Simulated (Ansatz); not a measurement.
The calculation used DFT PBE, scalar-relativistic, plane waves, PAW (Ansatz 0.2.0). All cells share a 420 eV cutoff and Γ-centred k meshes spaced at most about 0.3 Å⁻¹ (2π included). No spin polarisation.

All energies are static (0 K, no zero-point motion).

Compare these two cells of MgZn5O6, each relaxed at this level.

A.

```
Mg Zn O
1.0
     3.27087    0.00000    0.00000
     0.00000    3.27087    0.00000
     0.00000    0.00000   13.78516
Mg Zn O
1 5 6
Direct
  0.00000 0.00000 0.50000
  0.00000 0.00000 0.83290
  0.50000 0.50000 0.00000
  0.00000 0.00000 0.16710
  0.50000 0.50000 0.33431
  0.50000 0.50000 0.66569
  0.50000 0.00000 0.08355
  0.00000 0.50000 0.25062
  0.50000 0.00000 0.41839
  0.00000 0.50000 0.58161
  0.50000 0.00000 0.74938
  0.00000 0.50000 0.91645
```

B.

```
Mg Zn O
1.0
     3.05503    0.00000    0.00000
     0.00000    3.05503    0.00000
     0.00000    0.00000   12.94587
Mg Zn O
1 5 6
Direct
  0.50000 0.50000 0.00000
  0.00000 0.00000 0.83381
  0.00000 0.00000 0.16618
  0.50000 0.50000 0.33211
  0.00000 0.00000 0.50000
  0.50000 0.50000 0.66789
  0.00000 0.00000 0.00000
  0.50000 0.50000 0.16458
  0.00000 0.00000 0.33246
  0.50000 0.50000 0.50000
  0.00000 0.00000 0.66754
  0.50000 0.50000 0.83542
```

Question: Which would you expect to be lower, and how large is the difference?

Answer: A is lower, by 107 meV/atom. A has Mg and Zn ordered on zinc blende sites, space group P-4m2 (No. 115), 12.3 Å³/atom and a gap of 0.96 eV on its mesh; B has Mg and Zn ordered on rock salt sites, space group P4/mmm (No. 123), 10.1 Å³/atom and a gap of 1.00 eV. Counting O atoms around Mg and Zn (those within 1.25 times the shortest such distance or 1.15 times the sum of covalent radii, 1.27 where that leaves under three), A has Mg 4, Zn 4 and B has Mg 6, Zn 6. The lower one is the more open, so pressure narrows the difference. In A, Mg is surrounded by 4 O at 1.99 Å; Zn on a site of symmetry 2mm is surrounded by 4 O at 2.00 Å; O on its first site is surrounded by 4 Zn at 2.00 Å; 4 more sites not described. In B, around Mg lie 6 O at 2.13–2.16 Å; Zn on a site of symmetry 4mm is surrounded by 6 O at 2.15–2.16 Å; O on a site of symmetry 4/mmm has 2 Zn at 2.15 Å and 4 Mg at 2.16 Å; 5 more sites not described. Both come from invented guesses. Shaken at random and relaxed again, A came back. Checks on A: no imaginary mode on a 2×2×1 q mesh.

Kohn–Sham gaps at this level usually fall short of measured ones. Cells without such a test can be saddle points.
